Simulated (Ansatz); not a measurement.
PbO2:

```
Pb O
1.0
     0.00000    2.70199    2.70199
     2.70199    0.00000    2.70199
     2.70199    2.70199    0.00000
Pb O
1 2
Direct
  0.00000 0.00000 0.00000
  0.75000 0.75000 0.75000
  0.25000 0.25000 0.25000
```

The cell comes from a database or a generator and needn't be the stable form of this composition.

| Item | Value |
| --- | --- |
| Program | Ansatz 0.2.0 |
| Task | single point |
| Functional | PBEsol |
| Potentials or basis | Ansatz PAW |
| Cutoff | 420 eV (not typed: the program's choice for these potentials) |
| k mesh | 9 × 9 × 9 |
| Occupations | fermi-dirac, width 0.05 eV |
| Spin | no spin polarisation |

On this cell: pressure -5.7 GPa; largest force zero by symmetry; band gap on the k mesh none (metal or under the smearing width).

The same run follows on a disturbed copy (atoms moved at random, drawn with an rms of 0.05 Å):

```
Pb O
1.0
     0.00000    2.70199    2.70199
     2.70199    0.00000    2.70199
     2.70199    2.70199    0.00000
Pb O
1 2
Direct
  0.99611 0.00198 0.00536
  0.74542 0.74686 0.74195
  0.23800 0.27224 0.24122
```

Q: What changes?

A: The energy (extrapolated to zero smearing) moves by +8.5 meV/atom; pressure -5.3 GPa; largest force 0.483 eV/Å; band gap on the k mesh none (metal or under the smearing width).

Forces on the atoms (eV/Å):
```
Pb  -0.056 -0.277  0.094
O    0.360  0.021  0.180
O   -0.304  0.256 -0.274
```

Stress tensor (GPa, compression positive):
```
-5.20 -0.08  0.01
-0.08 -5.47 -0.32
 0.01 -0.32 -5.34
```

Caveats: the PAW data sets come from PBE, with cores solved anew for the run's functional, which leaves a small shift of forces and pressure.
